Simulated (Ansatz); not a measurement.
**AgI: how the settings move a single-point run**

Question: which choices in the input matter for AgI?

The COD entry's cell or inner coordinates are ideal or old and differ from later refinements, so a difference from it is no clean test against experiment.

Computed with Ansatz 0.2.0 (reference: DFT, PBEsol, PAW with Ansatz's default frozen-core files, scalar-relativistic; levels and slopes on a fine mesh, independent-particle optical spectra, unless a step's input says otherwise).

**1. Starting point**

The structure is cubic, space group F-43m (No. 216). The conventional cell has a = 6.450 Å, b = 6.450 Å, c = 6.450 Å, α = 90.00°, β = 90.00°, γ = 90.00°. Around Ag (site symmetry -43m) lie 4 I at 2.79 Å. I (site symmetry -43m) has 4 Ag at 2.79 Å as nearest neighbours.

Coordinates:

```cif
data_structure
_symmetry_space_group_name_H-M 'P 1'
_symmetry_Int_Tables_number 1
_cell_length_a 4.5609
_cell_length_b 4.5609
_cell_length_c 4.5609
_cell_angle_alpha 60.000
_cell_angle_beta 60.000
_cell_angle_gamma 60.000
_cell_volume 67.09
loop_
_atom_site_label
_atom_site_type_symbol
_atom_site_fract_x
_atom_site_fract_y
_atom_site_fract_z
_atom_site_occupancy
Ag1 Ag 0.00000 0.00000 0.00000 1
I1 I 0.75000 0.75000 0.75000 1
```

**2. The reference run**

input.yaml reads:

```yaml
crystal:
  lattice:
    - [0.0, 3.22504052782, 3.22504052782]
    - [3.22504052782, 0.0, 3.22504052782]
    - [3.22504052782, 3.22504052782, 0.0]
  atoms:
    - { symbol: Ag, position: [0.0, 0.0, 0.0] }
    - { symbol: I, position: [0.75, 0.75, 0.75] }
kpoints:
  mp_grid: { grid: [8, 8, 8] }
scf:
  occupations: { method: fixed }
hamiltonian:
  xc: pbesol
  pseudopotentials: { kind: paw }
output:
  forces: true
  stress: true
  eigenvalues: true
  eigenstates:
    nscf_kmesh: { grid: [10, 10, 10] }
    de_dk: true
    e_range: [-9, 11.19721518768]
  optics:
    e_range: [0, 25]
    de: 0.2
    sigma: 0.2
    bands: { spectra_wanted_up_to: 25 }
    nscf_kmesh: { grid: [10, 10, 10] }
checkpoint:
  write: ck
  write_wavefunctions: false
```

The run is started by

```bash
$ ansatz run input.yaml --threads 1 --pin off --max-ram 3072MiB --backend cpu --events-out ev --progress --plain --runs-dir out
```

The main lines of its log:

```text
[...]
Basis set: ecut = 420 eV, 1363 PW (Γ), exchange–correlation on 64×64×64 points (8 copies of the dense FFT grid, shifted against one another)
[...]
k-points: 29 of 512 (time reversal used)
[...]
SCF iter   1: F=—  HF=-14954.923714 eV  |F-HF|=—  |Δ(HF+E_count)|=         —  Δρ=4.43e-3  dr2=1.35e-2  ethr=1.77e-3  ⟨swp⟩=5.2  Hψ=2582  notcnv=0  defer=54
preconditioner: auto → none  [insulator: Δε(μ)=1.153 eV  Ē_g=9.612 eV  n_scr=14 (ndim 8)  ℏωp=19.2 eV  f_vac=0.212  ε∞_Penn≈5.0]
SCF iter   2: F=—  HF=-14954.920040 eV  |F-HF|=—  |Δ(HF+E_count)|=   3.67e-3  Δρ=1.78e-3  dr2=1.52e-3  ethr=3.74e-5  ⟨swp⟩=2.7  Hψ=1430  notcnv=0  defer=58
[...]
SCF iter   8: F=—  HF=-14954.919898 eV  |F-HF|=—  |Δ(HF+E_count)|=  5.44e-10  Δρ=1.39e-7  dr2=1.04e-11  ethr=1.00e-12  ⟨swp⟩=8.6  Hψ=4151  notcnv=0
SCF iter   9: F=-14954.919898 eV  HF=-14954.919898 eV  |F-HF|=1.82e-12  |Δ(HF+E_count)|=  5.46e-12  Δρ=1.24e-8  dr2=1.29e-13  ethr=1.00e-12  ⟨swp⟩=5.6  Hψ=2640  notcnv=0
[...]
SCF converged after 9 iterations
Free energy (F): -14954.919898 eV
[...]
E sigma→0 (E₀):  -14954.919898 eV
Fermi energy:    6.987032 eV
[...]
  P = ⅓ Tr σ = 0.0017 GPa (0.017 kbar)
[...]
```

Run time: 40 s. Hardware: 1 thread of Intel Xeon Platinum 8488C (Sapphire Rapids), shared host; peak memory 0.84 GiB.

**3. Variant: mp_grid.grid [4, 4, 4], chi_scale 0.1**

input.yaml, as its differences from that of step 2:

```diff
@@ -9,5 +9,6 @@
 kpoints:
-  mp_grid: { grid: [8, 8, 8] }
+  mp_grid: { grid: [4, 4, 4] }
 scf:
   occupations: { method: fixed }
+  initial_density: { chi_scale: 0.1 }
 hamiltonian:
```

The run is started by

```bash
$ ansatz run input.yaml --threads 1 --pin off --max-ram 3072MiB --backend cpu --events-out ev --progress --plain --runs-dir out
```

What it wrote:

```text
Engine: ansatz 0.2.0
Pseudopotentials: kind: paw
Pseudopotential: Ag, paw, valence charge 19, recommended cutoff 420 eV (normal), Ag.paw.azcp
Pseudopotential: I, paw, valence charge 17, recommended cutoff 420 eV (normal), I.paw.azcp
Functional definition: PBEsol
  exchange = pbesol_x
  correlation = pbesol_c
Crystal: 2 atoms, lattice volume = 67.087 Å³
Basis set: ecut = 420 eV, 1363 PW (Γ), exchange–correlation on 64×64×64 points (8 copies of the dense FFT grid, shifted against one another)
Bands: 22, of which v1, the nominal top of the filled ones, is band 18 counted from 1 (17 counted from 0)
Symmetry: 24 space group operations
Space group: F-43m (ITA 216), of the structure as read, at distance tolerance 4.1e-5 Å
k-points: 8 of 64 (time reversal used)
Non-local potential: Ag, projectors of the file, l = 0: 3, l = 1: 2, l = 2: 2, l = 3: 1
Non-local potential: I, projectors of the file, l = 0: 2, l = 1: 2, l = 2: 2, l = 3: 2
PAW form: soft (Blöchl's): semilocal exchange-correlation on the pseudo side does not see the compensation charge
PAW frozen core: Ag, regenerated for the run's functional, and the local potential with it (the file was generated under x = pbe(κ = 0.804, μ = 0.2195149727645171), c = pbe(β = 0.06672455060314922))
PAW frozen core: I, regenerated for the run's functional, and the local potential with it (the file was generated under x = pbe(κ = 0.804, μ = 0.2195149727645171), c = pbe(β = 0.06672455060314922))
PAW one-centre angular grid: Ag, 590 points (default); XC on 64 Gauss nodes
PAW one-centre angular grid: I, 590 points (default); XC on 64 Gauss nodes
Initial density: superposition of atomic densities (chi_scale 0.1, normalization cell, long waves kept (reshape's long-wave potential 0.00 eV rms))
Initial wavefunctions: pseudopotential atomic-orbital guess
Functional: x = pbesol(κ = 0.804, μ = 0.12345679012345678), c = pbesol(β = 0.046)
SCF iter   1: F=—  HF=-14955.624894 eV  |F-HF|=—  |Δ(HF+E_count)|=         —  Δρ=4.46e-2  dr2=2.13e0  ethr=3.10e-3  ⟨swp⟩=4.9  Hψ=678  notcnv=0  defer=13
preconditioner: auto → none  [insulator: Δε(μ)=0.946 eV  Ē_g=10.252 eV  n_scr=14 (ndim 8)  ℏωp=19.2 eV  f_vac=0.191  ε∞_Penn≈4.5]
SCF iter   2: F=—  HF=-14955.056129 eV  |F-HF|=—  |Δ(HF+E_count)|=   5.69e-1  Δρ=2.97e-2  dr2=6.03e-1  ethr=3.10e-3  ⟨swp⟩=3.1  Hψ=437  notcnv=0  defer=11
SCF iter   3: F=—  HF=-14954.894589 eV  |F-HF|=—  |Δ(HF+E_count)|=   1.62e-1  Δρ=4.42e-3  dr2=1.16e-2  ethr=1.68e-3  ⟨swp⟩=3.0  Hψ=333  notcnv=0  defer=12
SCF iter   4: F=—  HF=-14954.896248 eV  |F-HF|=—  |Δ(HF+E_count)|=   1.66e-3  Δρ=1.92e-3  dr2=1.60e-3  ethr=3.22e-5  ⟨swp⟩=2.9  Hψ=285  notcnv=0  defer=14
SCF iter   5: F=—  HF=-14954.897562 eV  |F-HF|=—  |Δ(HF+E_count)|=   1.31e-3  Δρ=3.13e-4  dr2=4.51e-5  ethr=4.45e-6  ⟨swp⟩=2.0  Hψ=315  notcnv=0  defer=13
SCF iter   6: F=—  HF=-14954.897598 eV  |F-HF|=—  |Δ(HF+E_count)|=   3.56e-5  Δρ=4.40e-5  dr2=2.18e-6  ethr=1.25e-7  ⟨swp⟩=2.0  Hψ=250  notcnv=0  defer=13
SCF iter   7: F=—  HF=-14954.897578 eV  |F-HF|=—  |Δ(HF+E_count)|=   1.93e-5  Δρ=1.21e-5  dr2=1.41e-7  ethr=6.06e-9  ⟨swp⟩=2.0  Hψ=217  notcnv=0  defer=13
SCF iter   8: F=—  HF=-14954.897578 eV  |F-HF|=—  |Δ(HF+E_count)|=   2.23e-8  Δρ=1.79e-6  dr2=2.53e-9  ethr=3.90e-10  ⟨swp⟩=2.0  Hψ=236  notcnv=0  defer=13
SCF iter   9: F=—  HF=-14954.897578 eV  |F-HF|=—  |Δ(HF+E_count)|=  2.09e-10  Δρ=2.68e-7  dr2=5.85e-11  ethr=7.02e-12  ⟨swp⟩=2.0  Hψ=288  notcnv=0  defer=13
SCF iter  10: F=-14954.897578 eV  HF=-14954.897578 eV  |F-HF|=0.00e0  |Δ(HF+E_count)|=  1.82e-11  Δρ=1.20e-8  dr2=7.38e-14  ethr=1.00e-12  ⟨swp⟩=9.4  Hψ=1055  notcnv=0
SCF 1 converged in 10 iterations: F = -14954.897578 eV  dr2 = 7.38e-14
NSCF: frozen V_eff on 47 k-points
Optics k sum: 0 of 47 k-points
[...]
NSCF: frozen V_eff on 1 k-points
NSCF: frozen V_eff on 1 k-points
NSCF: frozen V_eff on 47 k-points
output.optics: what the bands over the 61 summed would add to eps1, eps2 and the energy-loss function is held between a lower and an upper bound (6 Lanczos steps). eps1, eps2 and their loss function (loss_summed_bands) are given on every row as the summed bands alone make them. Along an axis, on a row where the two bounds hold the loss function to about 1 % of the greater of itself and 0.5 % of |1/eps|, its cell (loss_completed) is given, with the completed eps1 and eps2 that it is formed of (a cell that is left empty reads nan in the table and null in the record). The two bounds hold it so along every axis on all 126 rows up to 25.000 eV. The run works to bound the rows up to 25.000 eV and no higher ones: a peak of the loss function over that energy may be left empty with no warning. To have the run work for it, set output.optics.bands.spectra_wanted_up_to to a higher energy. perfect_screening_sum, loss_f_sum_n_eff and, beside carriers, perfect_screening_limit are those of loss_summed_bands: over the bounded function the two sums would run over rows that are not all bounded, and lack what the bands left out lay past the top of the energy grid. Bounded is said of the bands left out alone, which are those that the basis at basis.ecutwfc holds: it says nothing of that cutoff, of the k-point mesh, of what the sum inside its cells errs by (eps2_relative_error), of the factors of all_electron_strengths, nor of how far the SCF is converged. The bands left out are taken at the k-points, and what their mean over the points' cells stands off that by is in neither bound: the run's estimate of it, which the test of a row counts in, is 0.01 % of |eps| at the most among the values given; where the mean stood off by over 0.5 % the points' spread read 0.1 to 3 times that
SCF converged after 10 iterations
Free energy (F): -14954.897578 eV
Harris-Foulkes:  -14954.897578 eV  (|F-HF|=0.00e0)
Internal energy: -14954.897578 eV  (E = F + TS)
E sigma→0 (E₀):  -14954.897578 eV
Fermi energy:    6.998388 eV
--- Per-component energies (eV) ---
  E_band       = -775.492570
  E_kinetic    = 717.418246
  E_local      = -5466.998296  (includes V_loc(G=0)·N_el)
  E_nonlocal   = -3.375933
  E_hartree    = 2585.475143
  E_xc         = -309.201466
  E_vxc        = -360.625571  (∫ρ·V_xc dr)
  E_paw        = -8574.115949  (= ΣΔE_a)
  E_vpaw       = -832.861606  (= ΣTr[D̂ρ^β])
  E_aug_tail   = 0.000290  (compensation charges beyond the density's cutoff)
  E_ewald      = -3904.834494
  E_core_change = 0.734881  (= ΣΔE_core)
  E_smearing   = -0.000000  (= −TS)
  E_closure    = -0.000000  (closes the sum)
  Σ components = -14954.897578   (vs F -14954.897578, Δ=0.00e0)
--- Forces (eV/Å), atoms counted from 1 ---
  atom   1  Ag    -0.00000000     0.00000000    -0.00000000
  atom   2  I      0.00000000    -0.00000000     0.00000000
  max |Σ_I F_I| component: 3.47e-18 eV/Å
--- Stress (GPa, compression-positive) ---
        0.174508      -0.000000      -0.000000
        0.000000       0.174508       0.000000
       -0.000000       0.000000       0.174508
  P = ⅓ Tr σ = 0.1745 GPa (1.745 kbar)
--- Band table (eV; the first three rows and the last of 8) ---
  k-point 0: bands = ["-83.5778", "-47.1188", "-47.1188", "-47.1188", "-37.8511", "-37.8511", "-37.8511", "-37.8472", "-37.8472", "-5.9702", "2.6310", "2.6310", "2.6310", "3.8204", "3.8204", "6.9984", "6.9984", "6.9984", "8.1912", "12.6476", "12.6476", "12.6476"]
  k-point 1: bands = ["-83.5778", "-47.1188", "-47.1188", "-47.1188", "-37.8513", "-37.8511", "-37.8511", "-37.8472", "-37.8472", "-5.8190", "2.5671", "2.7244", "2.7244", "3.8166", "3.8166", "5.2128", "6.6117", "6.6117", "9.4925", "12.6020", "13.1192", "13.1192"]
  k-point 2: bands = ["-83.5778", "-47.1189", "-47.1188", "-47.1188", "-37.8514", "-37.8511", "-37.8511", "-37.8472", "-37.8472", "-5.6581", "2.6687", "2.8078", "2.8078", "3.8522", "3.8522", "3.9742", "6.2390", "6.2390", "9.6339", "13.1429", "13.1429", "14.0965"]
  k-point 7: bands = ["-83.5778", "-47.1189", "-47.1189", "-47.1188", "-37.8514", "-37.8512", "-37.8511", "-37.8472", "-37.8471", "-5.5545", "2.6847", "2.8858", "3.1477", "3.7524", "4.0481", "4.1569", "4.7319", "5.2883", "11.7525", "12.0887", "13.2884", "13.9396"]
--- Fermi surface from the table of eigenstates not read: on its mesh, or on one of the eight of every second point, the electrons fill whole bands (an insulator's do; a metal wants a denser output.eigenstates.nscf_kmesh) ---
```

It took 40 s on 1 thread of Intel Xeon Platinum 8488C (Sapphire Rapids), shared host; peak memory 0.82 GiB.

Changing the k-point mesh and start moves the energy by +11.2 meV/atom. The energy is not variational in the mesh, so the sign tells nothing. Of the settings changed, the mesh is the one that moves energies this far. The variant is not converged in its settings.

**4. Comparison**

| run | ending | energy change | pressure (GPa) | gap (eV) | force (eV/Å) | cycles | time |
| --- | --- | --- | --- | --- | --- | --- | --- |
| reference | converged | 0 | 0.0 | 1.20 | 0.00 | - | 40 s |
| 1: mp_grid.grid [4, 4, 4], chi_scale 0.1 | converged | +11.2 meV/atom | 0.2 | 1.19 | 0.00 | 10 | 40 s |

Residual by cycle in the longest SCF loop of each run; runs are numbered as in the table. The quantity is the density residual dr2, in eV.

| cycle | reference | run 1 |
| --- | --- | --- |
| 1 | 0.0135 | 2.13 |
| 2 | 0.00152 | 0.603 |
| 3 | 2.7e-4 | 0.0116 |
| 4 | 3.6e-5 | 0.0016 |
| 5 | 1.1e-6 | 4.5e-5 |
| 6 | 2.2e-8 | 2.2e-6 |
| 7 | 5.5e-10 | 1.4e-7 |
| 8 | 1.0e-11 | 2.5e-9 |
| 9 | 1.3e-13 | 5.9e-11 |
| 10 | - | 7.4e-14 |

**Reading.** Changing the k-point mesh and start moves the energy by +11.2 meV/atom. The energy is not variational in the mesh, so the sign tells nothing. Of the settings changed, the mesh is the one that moves energies this far. The gap of the reference lacks spin-orbit coupling, though the cell holds I.

These are semilocal Kohn-Sham gaps, which aren't the measured quantity. Such gaps usually fall short of the measured ones; spin-orbit coupling, left out here, narrows gaps with I, so the two errors partly cancel.
